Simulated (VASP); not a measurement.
The system is Yb.

```xyz
1
Lattice="0.0000 2.7431 2.7431 2.7431 0.0000 2.7431 2.7431 2.7431 0.0000" Properties=species:S:1:pos:R:3 pbc="T T T"
Yb    0.0000    0.0000    0.0000
```

Base run:

- Program: VASP 6.6.1
- Functional: PBE
- Potentials or basis: VASP PAW PBE potentials, release 64 (Yb)
- Cutoff: 520 eV
- k mesh: 8 × 8 × 8
- Occupations: gaussian, width 0.02 eV
- Spin: collinear spin, ferromagnetic start
- Starting moments: [1.0] μB

Its results: band gap on the k mesh none (metal or under the smearing width); pressure -3.3 GPa; net moment 0.02 μB per cell.

Task: The run is repeated on the same cell with these changes: functional from PBE to RPBE; further incar settings from ALGO = Normal; EDIFF = 1.00e-06 to ALGO = Normal; EDIFF = 1.00e-06; NBANDS = 22. What comes out?

Result: Band gap on the k mesh none (metal or under the smearing width); pressure -1.9 GPa; net moment -0.02 μB per cell.

Caveats: spin-orbit coupling is left out, which moves the levels of the heavy elements; ASE's xc='lda' writes no GGA tag, so the PBE potentials set the functional and the run is PBE (some runs); the PAW data sets were made with another functional, which shifts forces and pressure a little (some runs).
